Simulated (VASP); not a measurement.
# C, deformation potentials: which settings are enough?

C, Fd-3m (no. 227), 2 atoms in the cell. PBE, deformation potentials by finite strains; PAW potentials C (PBE set). VASP 6.6.1.

Wanted: gap deformation potential per relative change of volume within 0.05 eV; valence deformation potential b within 0.03 eV.

Strains: hydrostatic, tetragonal.

The series start from Strain step: 0.01; Cutoff ENCUT (eV): 520; Mesh of the SCF: 11x11x11; SCF threshold EDIFF (eV): 1e-8; PREC: Accurate. Each series keeps the choices made before it, and each single choice may use up half of a tolerance. Times cover all steps of a run.

## Strain step

| Strain step | Gap deformation potential per relative change of volume (eV) | Valence deformation potential b (eV) | Time (s) |
|---|---|---|---|
| 0.04 | -2.176 | -5.010 | 140 |
| 0.02 | -2.175 | -5.008 | 140 |
| 0.01 | -2.165 | -5.010 | 140 |
| 0.005 (reference) | -2.170 | -5.010 | 140 |

## Cutoff ENCUT (eV)

| Cutoff ENCUT (eV) | Gap deformation potential per relative change of volume (eV) | Valence deformation potential b (eV) | Time (s) |
|---|---|---|---|
| 280 | -2.980 | -4.696 | 129 |
| 340 | -2.287 | -4.949 | 132 |
| 400 | -2.355 | -4.948 | 133 |
| 520 | -2.176 | -5.010 | 140 |
| 640 (reference) | -2.186 | -5.007 | 151 |

## Mesh of the SCF

| Mesh of the SCF | Gap deformation potential per relative change of volume (eV) | Valence deformation potential b (eV) | Time (s) |
|---|---|---|---|
| 4x4x4 | -2.159 | -5.004 | 123 |
| 6x6x6 | -2.174 | -5.009 | 125 |
| 7x7x7 | -2.175 | -5.010 | 127 |
| 11x11x11 | -2.176 | -5.010 | 140 |
| 14x14x14 (reference) | -2.175 | -5.009 | 159 |

## SCF threshold EDIFF (eV)

| SCF threshold EDIFF (eV) | Gap deformation potential per relative change of volume (eV) | Valence deformation potential b (eV) | Time (s) |
|---|---|---|---|
| 0.0001 | -2.160 | -5.004 | 122 |
| 1e-5 | -2.159 | -5.005 | 122 |
| 1e-6 | -2.159 | -5.005 | 122 |
| 1e-8 (reference) | -2.159 | -5.004 | 123 |

## PREC

| PREC | Gap deformation potential per relative change of volume (eV) | Valence deformation potential b (eV) | Time (s) |
|---|---|---|---|
| Accurate | -2.160 | -5.004 | 122 |
| Normal | -2.160 | -5.004 | 121 |

## Question

The rows run from the loosest to the tightest (no order: PREC). For each series: choose the loosest value from which every tighter one stays within half of the tolerance; where there is no order, keep the first row unless others stay within half of the tolerance and take at least 30 % less time, and then take the fastest.

## Answer

- Strain step: 0.04
- Cutoff ENCUT (eV): 520
- Mesh of the SCF: 4x4x4
- SCF threshold EDIFF (eV): 0.0001
- PREC: Accurate

## All choices together

| Input | Gap deformation potential per relative change of volume (eV) | Valence deformation potential b (eV) | Time (s) |
|---|---|---|---|
| default cutoff, precision and threshold (naive) | -2.362 | -4.953 | 124 |
| chosen settings | -2.160 | -5.004 | 122 |
| reference settings throughout | -2.180 | -5.003 | 181 |

The tolerance is met.

## The input

INCAR.step1:
```
SYSTEM = C
PREC = Accurate ; ENCUT = 520
EDIFF = 1E-8 ; LREAL = .FALSE.
LASPH = .TRUE. ; LWAVE = .FALSE.
LCHARG = .FALSE. ; ALGO = Normal
NELM = 100 ; ISMEAR = 0
SIGMA = 0.01 ; EFERMI = MIDGAP
GGA = PE ; IBRION = 2
ISIF = 3 ; NSW = 60
EDIFFG = -0.001
```

INCAR.step2, as INCAR.step1 but for:
```
- IBRION = 2
- ISIF = 3
- NSW = 60
- EDIFFG = -0.001
+ ISYM = 0
+ NBANDS = 12
```

INCAR.step3, as INCAR.step2 but for:
```
- EDIFF = 1E-8
- ISYM = 0
+ EDIFF = 1E-4
+ ICORELEVEL = 1
```

KPOINTS.step1:
```
k-points
0
Gamma
  14 14 14
```

KPOINTS.step2:
```
k-points
0
Gamma
  16 16 16
```

KPOINTS.step3:
```
Automatic mesh
0
Gamma
  4 4 4
  0 0 0
```

KPOINTS_OPT:
```
Gamma, valence top, conduction bottom
5
Reciprocal
 0.0000000000  0.0000000000  0.0000000000 1
 0.0000000000  0.0000000000  0.0000000000 1
 0.3750000000  0.3750000000  0.0000000000 1
 0.0000000000  0.3750000000  0.3750000000 1
 0.3750000000  0.0000000000  0.3750000000 1
```

POSCAR.step1:
```
C
1.0
    0.0000000000      1.7833700000      1.7833700000
    1.7833700000      0.0000000000      1.7833700000
    1.7833700000      1.7833700000      0.0000000000
C
2
Direct
    0.7500000000      0.7500000000      0.7500000000
    0.5000000000      0.5000000000      0.5000000000
```

POSCAR.step2:
```
C
 1.0000000000000000
    -0.0000000000000000    1.7867098995649666    1.7867098995649666
     1.7867098995649666    0.0000000000000000    1.7867098995649666
     1.7867098995649666    1.7867098995649666    0.0000000000000000
 C
   2
Direct
  0.7500000000000001  0.7500000000000001  0.7499999999999999
  0.5000000000000000  0.5000000000000000  0.4999999999999999
```

POSCAR.step3:
```
C
 1.0000000000000000
    -0.0000000000000000    1.7630452160477470    1.7630452160477470
     1.7630452160477470    0.0000000000000000    1.7630452160477470
     1.7630452160477470    1.7630452160477470    0.0000000000000000
 C
   2
Direct
  0.7500000000000001  0.7499999999999999  0.7500000000000003
  0.4999999999999999  0.5000000000000000  0.5000000000000001
```

POSCAR.step4:
```
C
 1.0000000000000000
    -0.0000000000000000    1.8106922251034301    1.8106922251034301
     1.8106922251034301    0.0000000000000000    1.8106922251034301
     1.8106922251034301    1.8106922251034301    0.0000000000000000
 C
   2
Direct
  0.7500000000000001  0.7500000000000001  0.7500000000000000
  0.5000000000000000  0.5000000000000000  0.5000000000000000
```

POSCAR.step5:
```
C
 1.0000000000000000
     0.0000000000000000    1.8105326982258330    1.7390643022432342
     1.8105326982258330    0.0000000000000000    1.7390643022432342
     1.8105326982258330    1.8105326982258330    0.0000000000000000
 C
   2
Direct
  0.7500000000000002  0.7500000000000002  0.7499999999999998
  0.5000000000000000  0.5000000000000000  0.5000000000000000
```

POSCAR.step6:
```
C
 1.0000000000000000
     0.0000000000000000    1.7628871009041005    1.8343554968866991
     1.7628871009041005    0.0000000000000000    1.8343554968866991
     1.7628871009041005    1.7628871009041005    0.0000000000000000
 C
   2
Direct
  0.7500000000000000  0.7500000000000000  0.7500000000000002
  0.4999999999999999  0.5000000000000001  0.5000000000000001
```

Commands (each step's output is kept before the next begins):
```
cat potpaw_PBE.64/C/POTCAR > POTCAR
cp INCAR.step1 INCAR
cp KPOINTS.step1 KPOINTS
cp POSCAR.step1 POSCAR
mpirun -np 2 vasp_std > vasp.out
cp CONTCAR POSCAR
cp INCAR.step2 INCAR
cp KPOINTS.step2 KPOINTS
cp POSCAR.step2 POSCAR
mpirun -np 2 vasp_std > vasp.out
cp INCAR.step3 INCAR
cp KPOINTS.step3 KPOINTS
cp POSCAR.step3 POSCAR
mpirun -np 2 vasp_std > vasp.out
cp POSCAR.step4 POSCAR
mpirun -np 2 vasp_std > vasp.out
cp POSCAR.step5 POSCAR
mpirun -np 2 vasp_std > vasp.out
cp POSCAR.step6 POSCAR
mpirun -np 2 vasp_std > vasp.out
```

Limits: Shifts of single edges take the deepest core levels as the reference, which a strain moves a little too; edges are followed at points of the search mesh, which may miss the true minimum.

The chosen input took VASP 6.6.1 122 s on 2 cores (AMD EPYC 7R13 (Zen 3)), a shared host.

## An input that fails: strain step below the numerical noise

It runs to its end, but against the unchanged starting input it is off by 2.165 eV in the gap deformation potential per relative change of volume, 0.010 eV in the valence deformation potential b.

Strain step: 0.01 becomes 2e-5.

Changes against the starting input:
```
(POSCAR.step3)
-    -0.0000000000000000    1.7807641150459701    1.7807641150459701
-     1.7807641150459701    0.0000000000000000    1.7807641150459701
-     1.7807641150459701    1.7807641150459701    0.0000000000000000
+    -0.0000000000000000    1.7866979882053409    1.7866979882053409
+     1.7866979882053409    0.0000000000000000    1.7866979882053409
+     1.7866979882053409    1.7866979882053409    0.0000000000000000
-  0.7500000000000001  0.7500000000000001  0.7500000000000001
+  0.7500000000000000  0.7499999999999998  0.7500000000000002
(POSCAR.step4)
-    -0.0000000000000000    1.7926755364345621    1.7926755364345621
-     1.7926755364345621    0.0000000000000000    1.7926755364345621
-     1.7926755364345621    1.7926755364345621    0.0000000000000000
+    -0.0000000000000000    1.7867218110040017    1.7867218110040017
+     1.7867218110040017    0.0000000000000000    1.7867218110040017
+     1.7867218110040017    1.7867218110040017    0.0000000000000000
-  0.7500000000000000  0.7500000000000000  0.7500000000000000
+  0.7500000000000002  0.7500000000000000  0.7500000000000000
(POSCAR.step5)
-     0.0000000000000000    1.7926655992301832    1.7747985002345334
-     1.7926655992301832    0.0000000000000000    1.7747985002345334
-     1.7926655992301832    1.7926655992301832    0.0000000000000000
+     0.0000000000000000    1.7867218109642971    1.7866860767663058
+     1.7867218109642971    0.0000000000000000    1.7866860767663058
+     1.7867218109642971    1.7867218109642971    0.0000000000000000
-  0.7500000000000002  0.7500000000000000  0.7500000000000000
-  0.5000000000000000  0.5000000000000000  0.5000000000000000
+  0.7500000000000000  0.7500000000000000  0.7500000000000002
+  0.4999999999999999  0.4999999999999999  0.5000000000000001
(POSCAR.step6)
-     0.0000000000000000    1.7807541998997500    1.7986212988953996
-     1.7807541998997500    0.0000000000000000    1.7986212988953996
-     1.7807541998997500    1.7807541998997500    0.0000000000000000
+     0.0000000000000000    1.7866979881656362    1.7867337223636277
+     1.7866979881656362    0.0000000000000000    1.7867337223636277
+     1.7866979881656362    1.7866979881656362    0.0000000000000000
-  0.7500000000000002  0.7499999999999998  0.7500000000000001
-  0.5000000000000001  0.4999999999999999  0.4999999999999999
+  0.7500000000000000  0.7500000000000001  0.7500000000000001
+  0.4999999999999998  0.5000000000000002  0.5000000000000001
```
